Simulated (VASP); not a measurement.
# WSe2 in VASP: notebook

The runs below take WSe2 through relaxation of cell and atoms, with LDA.

Program: VASP 6.6.1. These are calculated values, not measurements. Logs are shortened: lines on timing, memory, paths and dates and some standing lists are left out, and cuts for length are marked.

### Step 1. The slab as given

The cell holds a slab with vacuum, 3 atoms: a = 3.290 Å, b = 3.290 Å, c = 21.346 Å, α = 90.00°, β = 90.00°, γ = 120.00°.

### Step 2. Relaxation of cell and atoms, LDA

Contents of INCAR:

```
SYSTEM = WSe2
PREC     = Accurate       ! precision mode
ENCUT    = 600            ! plane-wave cutoff, eV
EDIFF    = 1E-6           ! SCF threshold, eV
ISMEAR   = 0              ! smearing method
SIGMA    = 0.03           ! smearing width, eV
LREAL    = .FALSE.        ! projectors in reciprocal space
LASPH    = .TRUE.         ! aspherical terms in the spheres
NELM     = 80             ! most SCF steps
ALGO     = Normal         ! electronic algorithm
ISIF     = 3              ! what is computed and relaxed
LWAVE    = .FALSE.        ! write WAVECAR
LCHARG   = .FALSE.        ! write CHGCAR
GGA      = CA             ! functional
IBRION   = 2              ! ionic algorithm
NSW      = 90             ! ionic steps
EDIFFG   = -0.01          ! ionic threshold
LATTICE_CONSTRAINTS= .TRUE. .TRUE. .FALSE.
```

Contents of KPOINTS:

```
regular mesh
0
G
  12 12 1
  0 0 0
```

Contents of POSCAR:

```
WSe2
1.0
    3.2900000000      0.0000000000      0.0000000000
   -1.6450000000      2.8492235800      0.0000000000
    0.0000000000      0.0000000000     21.3462600000
Se W
2 1
Direct
    0.3333333300      0.6666666700      0.4216195200
    0.3333333300      0.6666666700      0.5783804800
    0.6666666700      0.3333333300      0.5000000000
```

Potentials or basis: VASP PAW LDA potentials, release 64 (Se, W_sv).

Command:

```
$ cat potpaw_LDA.64/Se/POTCAR potpaw_LDA.64/W_sv/POTCAR > POTCAR
$ mpirun -np 1 vasp_std > vasp.out
```

OUTCAR:

```text
SYSTEM = WSe2
   PREC = Accurate
   ENCUT = 600
   EDIFF = 1E-6
   ISMEAR = 0
   LREAL = .FALSE.
   LASPH = .TRUE.
   NELM = 80
   ISIF = 3
   GGA = CA
   IBRION = 2
   NSW = 90
   EDIFFG = -0.01

 ion  position               nearest neighbor table
   1  0.333  0.667  0.422-   3 2.53   3 2.53   3 2.53
   2  0.333  0.667  0.578-   3 2.53   3 2.53   3 2.53
   3  0.667  0.333  0.500-   1 2.53   2 2.53   1 2.53   2 2.53   1 2.53   2 2.53

  LATTYP: Found a hexagonal cell.
 ALAT       =     3.2900000000
 C/A-ratio  =     6.4882249240

  Lattice vectors:

 A1 = (   3.2900000000,   0.0000000000,   0.0000000000)
 A2 = (  -1.6450000000,   2.8492235800,   0.0000000000)
 A3 = (   0.0000000000,   0.0000000000,  21.3462600000)

Analysis of symmetry for initial positions (statically):
=====================================================================
 Subroutine PRICEL returns:
 Original cell was already a primitive cell.

 Routine SETGRP: Setting up the symmetry group for a
 hexagonal supercell.

 Subroutine GETGRP returns: Found 12 space group operations
 (whereof 12 operations were pure point group operations)
 out of a pool of 24 trial point group operations.

The static configuration has the point symmetry D_3h.

Analysis of symmetry for dynamics (positions and initial velocities):
=====================================================================
 Subroutine PRICEL returns:
 Original cell was already a primitive cell.

 Routine SETGRP: Setting up the symmetry group for a
 hexagonal supercell.

 Subroutine GETGRP returns: Found 12 space group operations
 (whereof 12 operations were pure point group operations)
 out of a pool of 24 trial point group operations.

The dynamic configuration has the point symmetry D_3h.

 Subroutine INISYM returns: Found 12 space group operations
 (whereof 12 operations are pure point group operations),
 and found     1 'primitive' translations

----------------------------------------------------------------------------------------

                                     Primitive cell

  volume of cell :     200.0987

  direct lattice vectors                    reciprocal lattice vectors
     3.290000000  0.000000000  0.000000000     0.303951368  0.175486404  0.000000000
    -1.645000000  2.849223580  0.000000000     0.000000000  0.350972808  0.000000000
     0.000000000  0.000000000 21.346260000     0.000000000  0.000000000  0.046846614

  length of vectors
     3.290000000  3.290000001 21.346260000     0.350972808  0.350972808  0.046846614

  position of ions in fractional coordinates (direct lattice)
     0.333333330  0.666666670  0.421619520
     0.333333330  0.666666670  0.578380480
     0.666666670  0.333333330  0.500000000

  ion indices of the primitive-cell ions
   primitive index   ion index
                 1           1
                 2           2
                 3           3

----------------------------------------------------------------------------------------

 KPOINTS: regular mesh

Automatic generation of k-mesh.
 Grid dimensions read from file:
 generate k-points for:   12   12    1

 Generating k-lattice:

  Cartesian coordinates                     Fractional coordinates (reciprocal lattice)
     0.025329281  0.014623867  0.000000000     0.083333333  0.000000000  0.000000000
     0.000000000  0.029247734  0.000000000     0.000000000  0.083333333  0.000000000
     0.000000000  0.000000000  0.046846614     0.000000000  0.000000000  1.000000000

  Length of vectors
     0.029247734  0.029247734  0.046846614

  Shift w.r.t. Gamma in fractional coordinates (k-lattice)
     0.000000000  0.000000000  0.000000000

 Subroutine IBZKPT returns following result:
 ===========================================

 Found     19 irreducible k-points:

 Following reciprocal coordinates:
            Coordinates               Weight
  0.000000  0.000000  0.000000      1.000000
  0.083333  0.000000  0.000000      6.000000
  0.166667  0.000000  0.000000      6.000000
  0.250000  0.000000  0.000000      6.000000
  0.333333  0.000000  0.000000      6.000000
  0.416667 -0.000000  0.000000      6.000000
[... 11 lines left out ...]
  0.333333  0.250000  0.000000     12.000000
  0.333333  0.333333  0.000000      2.000000
   k-points           NKPTS =     19   k-points in BZ     NKDIM =     19   number of bands    NBANDS=     17
   number of dos      NEDOS =    301   number of ions     NIONS =      3
   total plane-waves  NPLWV = 141120
   dimension x,y,z NGX =    28 NGY =   28 NGZ =  180
   dimension x,y,z NGXF=    56 NGYF=   56 NGZF=  360
   ions per type =               2   1
   NGX,Y,Z   is equivalent  to a cutoff of  14.15, 14.15, 14.02 a.u.
   NGXF,Y,Z  is equivalent  to a cutoff of  28.30, 28.30, 28.04 a.u.
 SYSTEM =  WSe2
   PREC   = accura    normal or accurate (medium, high low for compatibility)
   ISTART =      0    job   : 0-new  1-cont  2-samecut
   ICHARG =      2    charge: 1-file 2-atom 10-const
   ISPIN  =      1    spin polarized calculation?
   LNONCOLLINEAR =      F non collinear calculations
   LSORBIT =      F    spin-orbit coupling
   LASPH  =      T    aspherical Exc in radial PAW
   ENCUT  =  600.0 eV  44.10 Ry    6.64 a.u.   6.57  6.57 42.63*2*pi/ulx,y,z
   NELM   =     80;   NELMIN=  2; NELMDL= -5     # of ELM steps
   EDIFF  = 0.1E-05   stopping-criterion for ELM
   LREAL  =      F    real-space projection
   EDIFFG = -.1E-01   stopping-criterion for IOM
   NSW    =     90    number of steps for IOM
   IBRION =      2    ionic relax: 0-MD 1-quasi-New 2-CG
   NFREE  =      1    steps in history (QN), initial steepest desc. (CG)
   ISIF   =      3    stress and relaxation
   ISYM   =      2    0-nonsym 1-usesym 2-fastsym
   POTIM  = 0.5000    time-step for ionic-motion
   TEBEG  =    0.0;   TEEND  =   0.0 temperature during run
   PSTRESS=    0.0 pullay stress
   NELECT =      26.0000    total number of electrons
   NUPDOWN=      -1.0000    fix difference up-down
   EMIN   =  10.00;   EMAX   =-10.00  energy-range for DOS
   EFERMI =   0.00;   METHOD = LEGACY
   ISMEAR =     0;   SIGMA  =   0.03  broadening in eV -4-tet -1-fermi 0-gaus
   EFERMI_NEDOS =   21; number of points for ismear=-14 and -15
   IALGO  =     38    algorithm
   IMIX   =      4    mixing-type and parameters
     AMIX     =   0.40;   BMIX     =  1.00
     AMIX_MAG =   1.60;   BMIX_MAG =  1.00
  volume/ion in A,a.u.               =      66.70       450.11
  Fermi-wavevector in a.u.,A,eV,Ry     =   0.829185  1.566932  9.354645  0.687547
  Thomas-Fermi vector in A             =   1.941688
   LORBIT       =      0    0 simple, 1 ext, 2 COOP (PROOUT), +10 PAW based schemes
   GGA     = CA    functional components
   LHFCALC =     F    Hartree Fock is set to
   AEXX    =    0.0000 exact exchange contribution
   IVDW    =     0    specifies the selected vdW correction
   LEPSILON=     F    determine dielectric tensor
   LRPA    =     F    only Hartree local field effects (RPA)
 conjugate gradient relaxation of ions
 non-spin polarized calculation
 Gauss-broadening in eV      SIGMA  =   0.03
  energy-cutoff  :      600.00
  volume of cell :      200.10
 maximum number of plane-waves:      6749
 NGX is ok and might be reduce to    28
   NGX = 13   NGY = 13   NGZ = 85

--------------------------------------- Ionic step        1  -------------------------------------------

 number of electron      25.9999998 magnetization

 Free energy of the ion-electron system (eV)
  ---------------------------------------------------
  ext. energy  EPLUGINS =         0.00000000
  ---------------------------------------------------
  free energy    TOTEN  =       -24.10682323 eV

  energy without entropy =      -24.10682323  energy(sigma->0) =      -24.10682323

------------------------ aborting loop because EDIFF is reached ----------------------------------------

  FORCE on cell =-STRESS in cart. coord.  units (eV):
  Direction    XX          YY          ZZ          XY          YZ          ZX
  --------------------------------------------------------------------------------------
  -------------------------------------------------------------------------------------
  Total       -1.4423044     -1.4423044     -1.1392825     -0.0000000      0.0000000      0.0000000
  in kB      -11.5484393    -11.5484393     -9.1221620     -0.0000000      0.0000000      0.0000000
  external PRESSURE =     -10.7396802 kB  Pullay stress =       0.0000000 kB

 VOLUME and BASIS-vectors are now :
 -----------------------------------------------------------------------------
  energy-cutoff  :      600.00
  volume of cell :      200.10
      direct lattice vectors                 reciprocal lattice vectors
     3.290000000  0.000000000  0.000000000     0.303951368  0.175486404  0.000000000
    -1.645000000  2.849223580  0.000000000     0.000000000  0.350972808  0.000000000
     0.000000000  0.000000000 21.346260000     0.000000000  0.000000000  0.046846614
[... 149 lines left out ...]
 POSITION                                       TOTAL-FORCE (eV/Angst)
 -----------------------------------------------------------------------------------
     -0.00000      1.87803      9.00605        -0.000000      0.000000     -0.022674
     -0.00000      1.87803     12.34021        -0.000000      0.000000      0.022674
      1.62642      0.93902     10.67313         0.000000     -0.000000      0.000000
 -----------------------------------------------------------------------------------
    total drift:                               -0.000008      0.000004      0.000000

  FREE ENERGIE OF THE ION-ELECTRON SYSTEM (eV)
  ---------------------------------------------------
  free  energy   TOTEN  =       -24.1252328316 eV

  energy  without entropy=      -24.1252328316  energy(sigma->0) =      -24.12523283

--------------------------------------- Ionic step        6  -------------------------------------------

 number of electron      26.0000000 magnetization

 Free energy of the ion-electron system (eV)
  ---------------------------------------------------
  ext. energy  EPLUGINS =         0.00000000
  ---------------------------------------------------
  free energy    TOTEN  =       -24.12526207 eV

  energy without entropy =      -24.12526207  energy(sigma->0) =      -24.12526207

 E-fermi :  -1.5860     XC(G=0):  -3.8723

 val. band max:       -1.8629359986   @ k =   0.3333   0.3333   0.0000
 cond. band min:      -0.1779048970   @ k =   0.1667   0.1667   0.0000
 fundamental gap:      1.6850311015
 Fermi energy:        -1.5860168419

 k-point     1 :       0.0000    0.0000    0.0000
  band No.  band energies     occupation
      1     -75.3525      2.00000
      2     -39.8982      2.00000
      3     -39.7229      2.00000
      4     -39.7229      2.00000
      5     -16.8087      2.00000
      6     -15.4899      2.00000
[... 9 lines left out ...]
     16       1.4652      0.00000
     17       1.4652      0.00000
[... 380 lines left out ...]
 POSITION                                       TOTAL-FORCE (eV/Angst)
 -----------------------------------------------------------------------------------
     -0.00000      1.87731      9.00462         0.000000      0.000000     -0.005472
     -0.00000      1.87731     12.34164         0.000000      0.000000      0.005472
      1.62580      0.93866     10.67313        -0.000000      0.000000      0.000000
 -----------------------------------------------------------------------------------
    total drift:                               -0.000008      0.000004      0.000000

  FREE ENERGIE OF THE ION-ELECTRON SYSTEM (eV)
  ---------------------------------------------------
  free  energy   TOTEN  =       -24.1252620742 eV

  energy  without entropy=      -24.1252620742  energy(sigma->0) =      -24.12526207

 reached required accuracy - stopping structural energy minimisation
```

Wall time 7.1 min (1 thread of Intel Xeon Platinum 8488C (Sapphire Rapids), shared host); peak memory 0.35 GiB.

Results:

```
Free energy                            : -24.1253 eV
Relaxed volume                         : 65.15 Å³/atom
Relaxed cell                           : a = 3.252 Å, b = 3.252 Å, c = 21.346 Å, α = 90.00°, β = 90.00°, γ = 120.00°
Space group after relaxing (to 0.05 Å) : P-6m2 (No. 187)
Energy gained by relaxing              : 6.1 meV/atom
Ionic steps                            : 6
Largest force after relaxing           : 0.005 eV/Å
Band gap on the k mesh                 : 1.69 eV, indirect (least direct gap 1.74 eV)
```

Forces in eV/Å, atoms in the order of the input:
```
Se   0.000  0.000 -0.005
Se   0.000  0.000  0.005
W    0.000  0.000  0.000
```

The path:
| step | energy change (eV) | largest force (eV/Å) | pressure (GPa) | volume (Å³) |
| --- | --- | --- | --- | --- |
| 1 | 0.0000 | 0.3386 | -1.07 | 200.10 |
| 2 | 0.0082 | 0.5157 | 1.46 | 190.92 |
| 3 | -0.0183 | 0.0344 | 0.01 | 195.86 |
| 4 | -0.0183 | 0.0421 | 0.03 | 195.77 |
| 5 | -0.0184 | 0.0227 | 0.02 | 195.60 |
| 6 | -0.0184 | 0.0055 | 0.01 | 195.46 |

Final structure:
```cif
data_structure
_symmetry_space_group_name_H-M 'P 1'
_symmetry_Int_Tables_number 1
_cell_length_a 3.2516
_cell_length_b 3.2516
_cell_length_c 21.3463
_cell_angle_alpha 90.000
_cell_angle_beta 90.000
_cell_angle_gamma 120.000
_cell_volume 195.46
loop_
_atom_site_label
_atom_site_type_symbol
_atom_site_fract_x
_atom_site_fract_y
_atom_site_fract_z
_atom_site_occupancy
Se1 Se 0.33333 0.66667 0.42184 1
Se2 Se 0.33333 0.66667 0.57816 1
W1 W 0.66667 0.33333 0.50000 1
```

Caveat: spin-orbit coupling is left out, which moves the levels of the heavy elements.

### Step 3. Relaxation of cell and atoms, LDA

This run uses another cell than the first one, of 65.15 Å³/atom, 0.977 times its volume.

Changes to INCAR since step 2:

```diff
@@ -3,3 +3,3 @@
 ENCUT    = 600            ! plane-wave cutoff, eV
-EDIFF    = 1E-6           ! SCF threshold, eV
+EDIFF    = 1E-7           ! SCF threshold, eV
 ISMEAR   = 0              ! smearing method
@@ -16,3 +16,3 @@
 NSW      = 90             ! ionic steps
-EDIFFG   = -0.01          ! ionic threshold
+EDIFFG   = -0.005         ! ionic threshold
 LATTICE_CONSTRAINTS= .TRUE. .TRUE. .FALSE.
```

KPOINTS is that of step 2.

Contents of POSCAR:

```
WSe2                                    
1.0
    3.2516028888      0.0000000000      0.0000000000
   -1.6258014444      2.8159707062      0.0000000000
    0.0000000000      0.0000000000     21.3462600000
  Se              W             
     2     1
Direct
     0.3333333300000021    0.6666666699999979    0.4218361519223522
     0.3333333300000021    0.6666666699999979    0.5781638480776479
     0.6666666699999979    0.3333333300000021    0.5000000000000000
```

Potentials or basis: VASP PAW LDA potentials, release 64 (Se, W_sv).

Command:

```
$ cat potpaw_LDA.64/Se/POTCAR potpaw_LDA.64/W_sv/POTCAR > POTCAR
$ mpirun -np 1 vasp_std > vasp.out
```

It took 3.6 min on 1 thread of Intel Xeon Platinum 8488C (Sapphire Rapids), shared host; peak memory 0.34 GiB.

Results (log left out):

```yaml
Free_energy: -24.1251 eV
Relaxed_volume: 65.17 Å³/atom
Relaxed_cell: a = 3.252 Å, b = 3.252 Å, c = 21.346 Å, α = 90.00°, β = 90.00°, γ = 120.00°
Space_group_after_relaxing_to_0.05_Å: P-6m2 (No. 187)
Energy_gained_by_relaxing: 0.0 meV/atom
Ionic_steps: 3
Band_gap_on_the_k_mesh: 1.68 eV, indirect (least direct gap 1.74 eV)
```

Final structure:
```
Se W
1.0
     3.25206    0.00000    0.00000
    -1.62603    2.81637    0.00000
     0.00000    0.00000   21.34626
Se W
2 1
Direct
  0.33333 0.66667 0.42183
  0.33333 0.66667 0.57817
  0.66667 0.33333 0.50000
```

Levels at points of the mesh, in eV from the valence-band top:
```tsv
k point	band 11	band 12	band 13	band 14	band 15	band 16
(0.00, 0.00, 0.00)	-1.16	-1.16	-0.44	3.13	3.13	3.33
(0.50, 0.00, 0.00)	-2.17	-0.99	-0.79	2.57	2.89	3.79
```

Caveat: spin-orbit coupling is left out, which moves the levels of the heavy elements.
